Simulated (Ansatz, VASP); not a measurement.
**Two plane-wave programs on Cu**

```
CELL_PARAMETERS angstrom
0.00000 1.80750 1.80750
1.80750 0.00000 1.80750
1.80750 1.80750 0.00000
ATOMIC_POSITIONS crystal
Cu 0.00000 0.00000 0.00000
```

Alike in both runs: task single point; functional RPBE; k mesh 13 × 13 × 13; occupations gaussian, width 0.02 eV; no spin polarisation.

|  | VASP | Ansatz |
| --- | --- | --- |
| version | VASP 6.6.1 | Ansatz 0.2.0 |
| potentials or method | VASP PAW PBE potentials, release 54 (Cu) | Ansatz PAW |
| plane-wave cutoff (eV) | 520 | 420 |
| valence electrons in the cell | 11 | 19 |

```tsv
	VASP	Ansatz	Ansatz less VASP
gap on the k mesh at the Fermi level (eV)	none	none	-
pressure (GPa)	7.2	6.6	-0.55
```

A gap of «none» marks a metal or a gap that the smearing closes. With one functional, cell and mesh, what is left measures potentials, basis and numerics. The two sets of potentials don't hold the same shells in valence.

Caveats: the PAW data sets were made with another functional, which shifts forces and pressure a little (VASP); the PAW data sets come from PBE, with cores solved anew for the run's functional, which leaves a small shift of forces and pressure (Ansatz).
